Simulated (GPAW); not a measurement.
Records of electronic-structure calculations.

**Quasiparticle gap of BaTe (Fm-3m) in GPAW**

It takes space group Fm-3m (No. 225, cubic). The conventional cell has a = 6.986 Å, b = 6.986 Å, c = 6.986 Å, α = 90.00°, β = 90.00°, γ = 90.00°. Nearest to Ba lie 6 Te at 3.49 Å. Nearest to Te lie 6 Ba at 3.49 Å. Farther neighbours, and contacts between anions beyond the nearest, are not listed.

```xyz
2
Lattice="0.0000 3.4930 3.4930 3.4930 0.0000 3.4930 3.4930 3.4930 0.0000" Properties=species:S:1:pos:R:3 pbc="T T T"
Ba    0.0000    0.0000    0.0000
Te    3.4930    3.4930    3.4930
```

```
method               : DFT, PBE, plane waves, PAW (and 1 further level or step)
program              : GPAW 26.7.0
settings             : cutoff 450 eV, GPAW PAW setups 1.2.1 data release, 4×4×4 k-mesh, nbands 401
cost                 : 3 runs, 76 s in all on 4 MPI ranks of Arm Neoverse V1, shared host
notes                : The database entry behind the starting cell differs from other determinations of this structure. The cell and positions come from the Crystallography Open Database and are kept as given unless a step says otherwise. Limits: no spin-orbit coupling.
PBE gap              : 1.53 eV, indirect
G0W0 gap on the mesh : 2.45 eV
GW settings          : 4×4×4 mesh, 182 bands, screening to 96 eV, Godby-Needs plasmon pole
known limits         : short of the basis limit; no spin-orbit coupling
```

G0W0 moves the gap on the mesh from 1.53 eV to 2.45 eV (+0.92 eV), with Z of 0.80 and 0.82 at the edges. The dearest step here is «screening and self-energy».

[Long decimals in the printed logs are rounded to 6 places.]

[Logs are printed without paths, hosts, clocks, repeated set-up lines and the standing remarks that a program may print on its own settings, such as how far it seeks lower states.]

[Paths, hosts, dates, memory and timing lines, banners, echoed tables and standing remarks are left out of the program output; an Ansatz launch command may be rebuilt from the run's recorded settings. Measured values are a selection of at most five: reports struck by readers or far from the other reports are left out. None is set beside runs whose start may be inverted or whose files or cutoffs have a known fault.]

[Runs of the session that timed out or met a known fault of the program may be left out.]

[Hosts, paths, dates, database ids (printed as entryN), source tags and the programs' standing remarks are cut or masked in the printed files.]

[Where the starting crystal was built by hand or by swapping elements, it need not be the compound's stable phase.]
